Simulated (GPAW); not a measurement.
Runs of GPAW 26.7.0 on PtS2. Symmetry: P-3m1, No. 164, trigonal system. The conventional cell has a = 3.543 Å, b = 3.543 Å, c = 5.039 Å, α = 90.00°, β = 90.00°, γ = 120.00°. Pt (site symmetry -3m) is surrounded by 6 S at 2.34 Å. S (site symmetry 3m) has 3 Pt at 2.34 Å as nearest neighbours. 

```csv
level,potentials or basis,optimizer,fmax,max steps,gap on the mesh (eV),pressure (GPa),relaxed volume (Å³/atom),largest force (eV/Å)
RPBE+D3(BJ),"the program's PAW data sets (release 1.2.1) made for this functional, pw",BFGS,0.05 eV/Å,40,none,0.0,14.11,0.03
PBE+D3,"GPAW PAW data sets (gpaw-data 1.2.1), pw",FIRE,0.02 eV/Å,60,none,0.0,(b),-
PBE,"GPAW PAW data sets (gpaw-data 1.2.1), pw",BFGS,0.05 eV/Å,60,1.67,0.3,22.82,0.03
BP86,"PAW data sets generated in the run's folder for this functional, pw",BFGS,0.02 eV/Å,60,1.78,0.1,(a),0.01
```

Alike in all rows: task relaxation of cell and atoms; no spin polarisation; cell relaxed; k mesh 6 × 6 × 4; cutoff (eV) 600; smearing fermi-dirac 0.05 eV.

Question: Fill in the values left out.

Answer: (a) 24.30; (b) 17.29.

Caveats: later steps reuse the first step's grids; the volume moved by over 15 % at a fixed basis, so the end points are rough (some runs); pairwise dispersion overbinds metals, which lowers pressure and volume (some runs); spin-orbit coupling is left out, which moves the levels of the heavy elements (some runs); the volume moved by -23 % from the deposited cell, more than functionals usually miss (some runs); this functional lacks dispersion, which binds the layers, so the pressure and a relaxed spacing across them are unreliable, and here the layers came unbound (some runs); the volume moved by +25 % from the deposited cell, more than functionals usually miss (some runs).

A k mesh can miss the band edges, and the runs leave out spin-orbit coupling on Pt.

A gap of «none» marks a metal or a gap under the smearing width.
